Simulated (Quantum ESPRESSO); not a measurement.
# GaN (F-43m) in Quantum ESPRESSO: notebook, part 2 of 2

Quantum ESPRESSO 7.5. The steps go on from the part before.

### Step 3. Band structure, PBE

File pw.in:

```
&CONTROL
  calculation = 'scf'
  prefix = 'pwscf'
  outdir = './tmp'
  pseudo_dir = './pseudo'
  tprnfor = .true.
  tstress = .true.
  disk_io = 'low'
/
&SYSTEM
  ibrav = 0
  nat = 2
  ntyp = 2
  ecutwfc = 56
  ecutrho = 448
  nbnd = 19
  occupations = 'smearing'
  smearing = 'fd'
  degauss = 0.00367493
/
&ELECTRONS
  conv_thr = 4d-10
  electron_maxstep = 120
  mixing_beta = 0.5
/
ATOMIC_SPECIES
Ga    69.7230 ga_pbe_v1.4.uspp.F.UPF
N     14.0070 n_pbe_v1.2.uspp.F.UPF
CELL_PARAMETERS angstrom
   0.0000000000    2.2535006075    2.2535006075
   2.2535006075    0.0000000000    2.2535006075
   2.2535006075    2.2535006075    0.0000000000
ATOMIC_POSITIONS crystal
Ga     0.0000000000    0.0000000000    0.0000000000
N      0.2500000000    0.2500000000    0.2500000000
K_POINTS automatic
10 10 10 0 0 0
```

File pp_density.in:

```
&INPUTPP
  prefix = 'pwscf'
  outdir = './tmp'
  filplot = 'density.dat'
  plot_num = 0
/
&PLOT
  nfile = 1
  filepp(1) = 'density.dat'
  iflag = 3
  output_format = 6
  fileout = 'density.cube'
/
```

File pp_potential.in:

```
&INPUTPP
  prefix = 'pwscf'
  outdir = './tmp'
  filplot = 'potential.dat'
  plot_num = 11
/
&PLOT
  nfile = 1
  filepp(1) = 'potential.dat'
  iflag = 3
  output_format = 6
  fileout = 'potential.cube'
/
```

File bands.in:

```
&CONTROL
  calculation = 'bands'
  prefix = 'pwscf'
  outdir = './tmp'
  pseudo_dir = './pseudo'
  disk_io = 'low'
  verbosity = 'high'
/
&SYSTEM
  ibrav = 0
  nat = 2
  ntyp = 2
  ecutwfc = 56
  ecutrho = 448
  nbnd = 19
  occupations = 'smearing'
  smearing = 'fd'
  degauss = 0.00367493
/
&ELECTRONS
  conv_thr = 1d-08
  electron_maxstep = 120
  mixing_beta = 0.5
  diago_full_acc = .true.
  startingwfc = 'random'
/
ATOMIC_SPECIES
Ga    69.7230 ga_pbe_v1.4.uspp.F.UPF
N     14.0070 n_pbe_v1.2.uspp.F.UPF
CELL_PARAMETERS angstrom
   0.0000000000    2.2535006075    2.2535006075
   2.2535006075    0.0000000000    2.2535006075
   2.2535006075    2.2535006075    0.0000000000
ATOMIC_POSITIONS crystal
Ga     0.0000000000    0.0000000000    0.0000000000
N      0.2500000000    0.2500000000    0.2500000000
K_POINTS crystal
60
 0.0000000000  0.0000000000  0.0000000000 1
 0.0625000000  0.0000000000  0.0625000000 1
 0.1250000000  0.0000000000  0.1250000000 1
 0.1875000000  0.0000000000  0.1875000000 1
 0.2500000000  0.0000000000  0.2500000000 1
 0.3125000000  0.0000000000  0.3125000000 1
 0.3750000000  0.0000000000  0.3750000000 1
 0.4375000000  0.0000000000  0.4375000000 1
 0.5000000000  0.0000000000  0.5000000000 1
 0.5000000000  0.0625000000  0.5625000000 1
 0.5000000000  0.1250000000  0.6250000000 1
 0.5000000000  0.1875000000  0.6875000000 1
 0.5000000000  0.2500000000  0.7500000000 1
 0.4375000000  0.3125000000  0.7500000000 1
 0.3750000000  0.3750000000  0.7500000000 1
 0.3375000000  0.3375000000  0.6750000000 1
 0.3000000000  0.3000000000  0.6000000000 1
 0.2625000000  0.2625000000  0.5250000000 1
 0.2250000000  0.2250000000  0.4500000000 1
 0.1875000000  0.1875000000  0.3750000000 1
 0.1500000000  0.1500000000  0.3000000000 1
 0.1125000000  0.1125000000  0.2250000000 1
 0.0750000000  0.0750000000  0.1500000000 1
 0.0375000000  0.0375000000  0.0750000000 1
 0.0000000000  0.0000000000  0.0000000000 1
 0.0625000000  0.0625000000  0.0625000000 1
 0.1250000000  0.1250000000  0.1250000000 1
 0.1875000000  0.1875000000  0.1875000000 1
 0.2500000000  0.2500000000  0.2500000000 1
 0.3125000000  0.3125000000  0.3125000000 1
 0.3750000000  0.3750000000  0.3750000000 1
 0.4375000000  0.4375000000  0.4375000000 1
 0.5000000000  0.5000000000  0.5000000000 1
 0.5250000000  0.4500000000  0.5250000000 1
 0.5500000000  0.4000000000  0.5500000000 1
 0.5750000000  0.3500000000  0.5750000000 1
 0.6000000000  0.3000000000  0.6000000000 1
 0.6250000000  0.2500000000  0.6250000000 1
 0.5833333333  0.2500000000  0.6666666667 1
 0.5416666667  0.2500000000  0.7083333333 1
 0.5000000000  0.2500000000  0.7500000000 1
 0.5000000000  0.2857142857  0.7142857143 1
 0.5000000000  0.3214285714  0.6785714286 1
 0.5000000000  0.3571428571  0.6428571429 1
 0.5000000000  0.3928571429  0.6071428571 1
 0.5000000000  0.4285714286  0.5714285714 1
 0.5000000000  0.4642857143  0.5357142857 1
 0.5000000000  0.5000000000  0.5000000000 1
 0.4821428571  0.4821428571  0.5357142857 1
 0.4642857143  0.4642857143  0.5714285714 1
 0.4464285714  0.4464285714  0.6071428571 1
 0.4285714286  0.4285714286  0.6428571429 1
 0.4107142857  0.4107142857  0.6785714286 1
 0.3928571429  0.3928571429  0.7142857143 1
 0.3750000000  0.3750000000  0.7500000000 1
 0.6250000000  0.2500000000  0.6250000000 1
 0.5937500000  0.1875000000  0.5937500000 1
 0.5625000000  0.1250000000  0.5625000000 1
 0.5312500000  0.0625000000  0.5312500000 1
 0.5000000000  0.0000000000  0.5000000000 1
```

Potentials or basis: GBRV 1.5 PBE.

Run with:

```bash
$ OMP_NUM_THREADS=1 pw.x -in pw.in > pw.out
$ OMP_NUM_THREADS=1 pp.x -in pp_density.in > pp_density.out
$ OMP_NUM_THREADS=1 pp.x -in pp_potential.in > pp_potential.out
$ OMP_NUM_THREADS=1 pw.x -in bands.in > bands.out
```

pw.out:

```text
This program is part of the open-source Quantum ESPRESSO suite
     for quantum simulation of materials; please cite
[... 9 lines left out ...]
     --------------------
     sticks:   dense  smooth     PW     G-vecs:    dense   smooth      PW
     Sum        1123     559    169                24693     8801    1471

     Using Slab Decomposition

     bravais-lattice index     =            0
     lattice parameter (alat)  =       6.0224  a.u.
     unit-cell volume          =     154.4542 (a.u.)^3
     number of atoms/cell      =            2
     number of atomic types    =            2
     number of electrons       =        24.00
     number of Kohn-Sham states=           19
     kinetic-energy cutoff     =      56.0000  Ry
     charge density cutoff     =     448.0000  Ry
     scf convergence threshold =      4.0E-10
     mixing beta               =       0.5000
[... 373 lines left out ...]

   -81.8727 -81.8724 -81.8723  -4.5078  -2.5124  -2.4958  -2.3582  -2.2525
    -2.1578   7.4676   9.3572  10.1492  15.4321  19.0967  21.2144  22.1797
    24.7479  29.1492  31.2048

          k = 0.3536 0.2121-0.0707 (  1091 PWs)   bands (ev):
[... 85 lines left out ...]
   -81.8732 -81.8729 -81.8727  -4.0043  -2.4462  -2.4020  -2.2696  -2.2394
    -0.3376   5.0710   7.2426   7.2690  16.6592  19.0228  21.5691  22.0188
    25.8943  30.6178  34.1794

     the Fermi energy is    11.7486 ev

!    total energy              =    -435.55007723 Ry
     estimated scf accuracy    <          2.3E-11 Ry
     smearing contrib. (-TS)   =      -0.00000000 Ry
     internal energy E=F+TS    =    -435.55007723 Ry

     The total energy is F=E-TS. E is the sum of the following terms:
     one-electron contribution =    -337.19609107 Ry
     hartree contribution      =     181.40792689 Ry
     xc contribution           =     -54.08091506 Ry
     ewald contribution        =    -225.68099799 Ry

     convergence has been achieved in  10 iterations

     Forces acting on atoms (cartesian axes, Ry/au):

     atom    1 type  1   force =     0.00000000    0.00000000   -0.00000000
     atom    2 type  2   force =    -0.00000000   -0.00000000    0.00000000

     Total force =     0.000000     Total SCF correction =     0.000000

     Computing stress (Cartesian axis) and pressure

          total   stress  (Ry/bohr**3)                   (kbar)     P=       53.43
   0.00036324   0.00000000   0.00000000           53.43        0.00        0.00
   0.00000000   0.00036324   0.00000000            0.00       53.43        0.00
   0.00000000   0.00000000   0.00036324            0.00        0.00       53.43

=------------------------------------------------------------------------------=
   JOB DONE.
=------------------------------------------------------------------------------=
```

pp_potential.out:

```text
This program is part of the open-source Quantum ESPRESSO suite
     for quantum simulation of materials; please cite
         "P. Giannozzi et al., J. Phys.:Condens. Matter 21 395502 (2009);
         "P. Giannozzi et al., J. Phys.:Condens. Matter 29 465901 (2017);
         "P. Giannozzi et al., J. Chem. Phys. 152 154105 (2020);
     in publications or presentations arising from this work. More details at

     IMPORTANT: XC functional enforced from input :
     Exchange-correlation= PBE
                           (   1   4   3   4   0   0   0)
     Any further DFT definition will be discarded
     Please, verify this is what you really want

     G-vector sticks info
     --------------------
     sticks:   dense  smooth     PW     G-vecs:    dense   smooth      PW
     Sum        1123     559    169                24693     8801    1471

     Using Slab Decomposition

     Check: negative core charge=   -0.000001

     Calling punch_plot, plot_num =  11
     Writing data to file  potential.dat
     Reading data from file  potential.dat

     Writing data to be plotted to file potential.cube
     Plot Type: 3D                     Output format: Gaussian cube

=------------------------------------------------------------------------------=
   JOB DONE.
=------------------------------------------------------------------------------=
```

Wall time 42 s (1 thread of Arm Neoverse V1, shared host); peak memory 0.14 GiB.

Results:

```
Free energy             : -5925.9607 eV
Pressure                : 5.3 GPa
Band gap on the k mesh  : 1.74 eV, direct
Band gap along the path : 1.74 eV, direct
```

Levels at the corners of the path, in eV from the valence-band top:
| point | band 9 | band 10 | band 11 | band 12 | band 13 | band 14 | band 15 | band 16 |
| --- | --- | --- | --- | --- | --- | --- | --- | --- |
| Γ | -13.09 | 0.00 | 0.00 | 0.00 | 1.74 | 10.32 | 10.32 | 10.32 |
| X | -11.43 | -6.13 | -2.70 | -2.70 | 3.36 | 6.66 | 11.70 | 13.98 |
| W | -11.14 | -5.70 | -3.69 | -3.64 | 6.22 | 8.38 | 10.29 | 11.11 |
| K | -11.26 | -5.87 | -4.25 | -2.17 | 5.00 | 7.86 | 11.07 | 12.85 |
| Γ | -13.09 | 0.00 | 0.00 | 0.00 | 1.74 | 10.32 | 10.32 | 10.32 |
| L | -11.85 | -7.04 | -0.97 | -0.97 | 4.65 | 8.73 | 10.37 | 10.37 |
| U | -11.26 | -5.87 | -4.25 | -2.17 | 5.00 | 7.86 | 11.07 | 12.85 |
| W | -11.14 | -5.70 | -3.69 | -3.64 | 6.22 | 8.38 | 10.29 | 11.11 |
| L | -11.85 | -7.04 | -0.97 | -0.97 | 4.65 | 8.73 | 10.37 | 10.37 |
| K | -11.26 | -5.87 | -4.25 | -2.17 | 5.00 | 7.86 | 11.07 | 12.85 |
| U | -11.26 | -5.87 | -4.25 | -2.17 | 5.00 | 7.86 | 11.07 | 12.85 |
| X | -11.43 | -6.13 | -2.70 | -2.70 | 3.36 | 6.66 | 11.70 | 13.98 |

### Step 4. Band structure, PBE

Changes to pw.in since step 3:

```diff
@@ -13,5 +13,5 @@
   ntyp = 2
-  ecutwfc = 56
-  ecutrho = 448
-  nbnd = 19
+  ecutwfc = 50
+  ecutrho = 300
+  nbnd = 15
   occupations = 'smearing'
@@ -26,4 +26,4 @@
 ATOMIC_SPECIES
-Ga    69.7230 ga_pbe_v1.4.uspp.F.UPF
-N     14.0070 n_pbe_v1.2.uspp.F.UPF
+Ga    69.7230 Ga.GGA_PBE-JTH.UPF
+N     14.0070 N.GGA_PBE-JTH.UPF
 CELL_PARAMETERS angstrom
```

Changes to bands.in since step 3:

```diff
@@ -12,5 +12,5 @@
   ntyp = 2
-  ecutwfc = 56
-  ecutrho = 448
-  nbnd = 19
+  ecutwfc = 50
+  ecutrho = 300
+  nbnd = 15
   occupations = 'smearing'
@@ -27,4 +27,4 @@
 ATOMIC_SPECIES
-Ga    69.7230 ga_pbe_v1.4.uspp.F.UPF
-N     14.0070 n_pbe_v1.2.uspp.F.UPF
+Ga    69.7230 Ga.GGA_PBE-JTH.UPF
+N     14.0070 N.GGA_PBE-JTH.UPF
 CELL_PARAMETERS angstrom
```

Potentials or basis: JTH 2.0 PBE.

Run with:

```bash
$ OMP_NUM_THREADS=1 pw.x -in pw.in > pw.out
$ OMP_NUM_THREADS=1 pw.x -in bands.in > bands.out
```

pw.out:

```text
This program is part of the open-source Quantum ESPRESSO suite
     for quantum simulation of materials; please cite
         "P. Giannozzi et al., J. Phys.:Condens. Matter 21 395502 (2009);
         "P. Giannozzi et al., J. Phys.:Condens. Matter 29 465901 (2017);
         "P. Giannozzi et al., J. Chem. Phys. 152 154105 (2020);
     in publications or presentations arising from this work. More details at

     file Ga.GGA_PBE-JTH.UPF: wavefunction(s)  0S 4P 0P 3D 0D renormalized
     file N.GGA_PBE-JTH.UPF: wavefunction(s)  0S 0P renormalized
     Message from routine setup:
     using ibrav=0 with symmetry is DISCOURAGED, use correct ibrav instead

     G-vector sticks info
     --------------------
     sticks:   dense  smooth     PW     G-vecs:    dense   smooth      PW
     Sum         745     499    163                13539     7391    1363

     Using Slab Decomposition

     bravais-lattice index     =            0
     lattice parameter (alat)  =       6.0224  a.u.
     unit-cell volume          =     154.4542 (a.u.)^3
     number of atoms/cell      =            2
     number of atomic types    =            2
     number of electrons       =        18.00
     number of Kohn-Sham states=           15
     kinetic-energy cutoff     =      50.0000  Ry
     charge density cutoff     =     300.0000  Ry
     scf convergence threshold =      4.0E-10
     mixing beta               =       0.5000
     number of iterations used =            8  plain     mixing
     Exchange-correlation= SLA PW PBX PBC
                           (   1   4   3   4   0   0   0)

     celldm(1)=   6.022427  celldm(2)=   0.000000  celldm(3)=   0.000000
[... 115 lines left out ...]
     ethr =  1.00E-02,  avg # of iterations =  5.4

     total energy              =    -306.04017788 Ry
     estimated scf accuracy    <       0.51866485 Ry
[... 50 lines left out ...]
     iteration #  9     ecut=    50.00 Ry     beta= 0.50
     Davidson diagonalization with overlap
     ethr =  2.54E-11,  avg # of iterations =  2.0

     End of self-consistent calculation

          k = 0.0000 0.0000 0.0000 (   941 PWs)   bands (ev):

    -5.4833  -2.9868  -2.9868  -2.9868  -2.6665  -2.6665  10.4574  10.4574
    10.4574  12.1756  20.7527  20.7527  20.7527  28.0627  29.2763

          k = 0.0707 0.0707-0.0707 (   917 PWs)   bands (ev):
[... 146 lines left out ...]
    -4.4017  -2.9015  -2.6831  -2.6831  -2.5895  -0.9984   4.3316   7.7513
     7.7513  13.8069  17.1119  22.1596  24.4121  24.4121  32.1914

          k = 0.2828 0.1414 0.0000 (   926 PWs)   bands (ev):

    -4.8960  -2.9109  -2.8946  -2.7567  -2.6523  -2.5558   7.0899   8.9845
     9.7773  15.0473  18.7137  20.8306  21.7839  24.3730  28.7855

          k = 0.3536 0.2121-0.0707 (   920 PWs)   bands (ev):
[... 71 lines left out ...]
    -4.3997  -2.8450  -2.8015  -2.6698  -2.6396  -0.7384   4.7025   6.8683
     6.8921  16.2812  18.6441  21.1750  21.6491  25.4876  30.2677

     the Fermi energy is    11.3470 ev

!    total energy              =    -306.21298654 Ry
     total all-electron energy =      -306.212987 Ry
     estimated scf accuracy    <          1.7E-10 Ry
     smearing contrib. (-TS)   =      -0.00000000 Ry
     internal energy E=F+TS    =    -306.21298654 Ry

     The total energy is F=E-TS. E is the sum of the following terms:
     one-electron contribution =     -91.38924187 Ry
     hartree contribution      =      46.80150836 Ry
     xc contribution           =     -23.93712492 Ry
     ewald contribution        =    -116.67431711 Ry
     one-center paw contrib.   =    -121.01381100 Ry

     convergence has been achieved in   9 iterations

     Forces acting on atoms (cartesian axes, Ry/au):

     atom    1 type  1   force =     0.00000000    0.00000000   -0.00000000
     atom    2 type  2   force =    -0.00000000   -0.00000000    0.00000000

     Total force =     0.000000     Total SCF correction =     0.000000

     Computing stress (Cartesian axis) and pressure

          total   stress  (Ry/bohr**3)                   (kbar)     P=       46.59
   0.00031675   0.00000000  -0.00000000           46.59        0.00       -0.00
   0.00000000   0.00031675   0.00000000            0.00       46.59        0.00
  -0.00000000   0.00000000   0.00031675           -0.00        0.00       46.59

=------------------------------------------------------------------------------=
   JOB DONE.
=------------------------------------------------------------------------------=
```

Wall time 28 s (1 thread of Arm Neoverse V1, shared host); peak memory 0.1 GiB.

Results:

```
Free energy             : -4166.2399 eV
Pressure                : 4.7 GPa
Band gap on the k mesh  : 1.72 eV, direct
Band gap along the path : 1.72 eV, direct
```

Levels at the corners of the path, in eV from the valence-band top:
```
point  band 7  band 8  band 9  band 10  band 11  band 12
    Γ    0.00    0.00    0.00     1.72    10.30    10.30
    X   -6.13   -2.71   -2.71     3.35     6.65    11.70
    W   -5.70   -3.69   -3.64     6.22     8.38    10.26
    K   -5.87   -4.25   -2.18     4.99     7.85    11.06
    Γ    0.00    0.00    0.00     1.72    10.30    10.30
    L   -7.04   -0.97   -0.97     4.63     8.72    10.35
    U   -5.87   -4.25   -2.18     4.99     7.85    11.06
    W   -5.70   -3.69   -3.64     6.22     8.38    10.26
    L   -7.04   -0.97   -0.97     4.63     8.72    10.35
    K   -5.87   -4.25   -2.18     4.99     7.85    11.06
    U   -5.87   -4.25   -2.18     4.99     7.85    11.06
    X   -6.13   -2.71   -2.71     3.35     6.65    11.70
```

### Step 5. Band structure, PBE

Changes to pw.in since step 4:

```diff
@@ -13,5 +13,4 @@
   ntyp = 2
-  ecutwfc = 50
-  ecutrho = 300
-  nbnd = 15
+  ecutwfc = 114
+  nbnd = 20
   occupations = 'smearing'
@@ -26,4 +25,4 @@
 ATOMIC_SPECIES
-Ga    69.7230 Ga.GGA_PBE-JTH.UPF
-N     14.0070 N.GGA_PBE-JTH.UPF
+Ga    69.7230 Ga.upf
+N     14.0070 N.upf
 CELL_PARAMETERS angstrom
```

Changes to bands.in since step 4:

```diff
@@ -12,5 +12,4 @@
   ntyp = 2
-  ecutwfc = 50
-  ecutrho = 300
-  nbnd = 15
+  ecutwfc = 114
+  nbnd = 20
   occupations = 'smearing'
@@ -27,4 +26,4 @@
 ATOMIC_SPECIES
-Ga    69.7230 Ga.GGA_PBE-JTH.UPF
-N     14.0070 N.GGA_PBE-JTH.UPF
+Ga    69.7230 Ga.upf
+N     14.0070 N.upf
 CELL_PARAMETERS angstrom
```

Potentials or basis: PseudoDojo 0.4 SR PBE stringent.

Run with:

```bash
$ OMP_NUM_THREADS=1 pw.x -in pw.in > pw.out
$ OMP_NUM_THREADS=1 pw.x -in bands.in > bands.out
```

Run time: 1.9 min. Hardware: 1 thread of Arm Neoverse V1, shared host; peak memory 0.1 GiB.

The run converged. Its results:

| Quantity | Value |
| --- | --- |
| Free energy | -7040.5825 eV |
| Pressure | 4.7 GPa |
| Band gap on the k mesh | 1.75 eV, direct |
| Band gap along the path | 1.75 eV, direct |

Levels at the corners of the path, in eV from the valence-band top:
```csv
point,band 10,band 11,band 12,band 13,band 14,band 15,band 16,band 17
Γ,-13.20,0.00,0.00,0.00,1.75,10.36,10.36,10.36
X,-11.48,-6.11,-2.69,-2.69,3.38,6.70,11.71,13.96
W,-11.20,-5.68,-3.68,-3.62,6.23,8.40,10.30,11.13
K,-11.32,-5.85,-4.24,-2.16,5.02,7.88,11.08,12.86
Γ,-13.20,0.00,0.00,0.00,1.75,10.36,10.36,10.36
L,-11.92,-7.02,-0.96,-0.96,4.67,8.73,10.41,10.41
U,-11.32,-5.85,-4.24,-2.16,5.02,7.88,11.08,12.86
W,-11.20,-5.68,-3.68,-3.62,6.23,8.40,10.30,11.13
L,-11.92,-7.02,-0.96,-0.96,4.67,8.73,10.41,10.41
K,-11.32,-5.85,-4.24,-2.16,5.02,7.88,11.08,12.86
U,-11.32,-5.85,-4.24,-2.16,5.02,7.88,11.08,12.86
X,-11.48,-6.11,-2.69,-2.69,3.38,6.70,11.71,13.96
```

### Step 6. The runs side by side

```tsv
potentials or basis	cutoff (eV)	gap on the mesh (eV)	pressure (GPa)
Ansatz NC SR PBE	1238	1.74	5.3
GBRV 1.5 PBE	762	1.74	5.3
JTH 2.0 PBE	680	1.72	4.7
PseudoDojo 0.4 SR PBE stringent	1551	1.75	4.7
```

Alike in all rows: task band structure; level PBE; no spin polarisation; cell as given; k mesh 10 × 10 × 10; smearing fermi-dirac 0.05 eV.

Total energies depend on the potentials used, so only differences within one code and one set of settings carry meaning.

### Step 7. Against experiment

Step 2. Against the measured gap of GaN, 3.299 eV (direct; 0 K; a printed reference work, textbook), the calculated 1.74 eV is off by -1.56 eV. Spin-orbit coupling on Ga is left out. The value is that of PBE, without temperature or zero-point motion. Semilocal functionals fall short of measured gaps as a rule. The cell is a database's relaxed one, not the measured one, which moves gaps too.

Step 3. Measured gap of GaN: 3.299 eV (direct; 0 K; a printed reference work, textbook). This calculation gives 1.74 eV (-1.56 eV). Spin-orbit coupling on Ga is left out. The value is that of PBE, without temperature or zero-point motion. Semilocal functionals fall short of measured gaps as a rule. The cell is a database's relaxed one, not the measured one, which moves gaps too.

Step 4. Measured gap of GaN: 3.299 eV (direct; 0 K; a printed reference work, textbook). This calculation gives 1.72 eV (-1.58 eV). Spin-orbit coupling on Ga is left out. The value is that of PBE, without temperature or zero-point motion. Semilocal functionals fall short of measured gaps as a rule. The cell is a database's relaxed one, not the measured one, which moves gaps too.

Step 5. A measured gap of GaN is 3.299 eV (direct; 0 K; a printed reference work, textbook); the calculated 1.75 eV misses it by -1.55 eV. Spin-orbit coupling on Ga is left out. The value is that of PBE, without temperature or zero-point motion. Semilocal functionals fall short of measured gaps as a rule. The cell is a database's relaxed one, not the measured one, which moves gaps too.
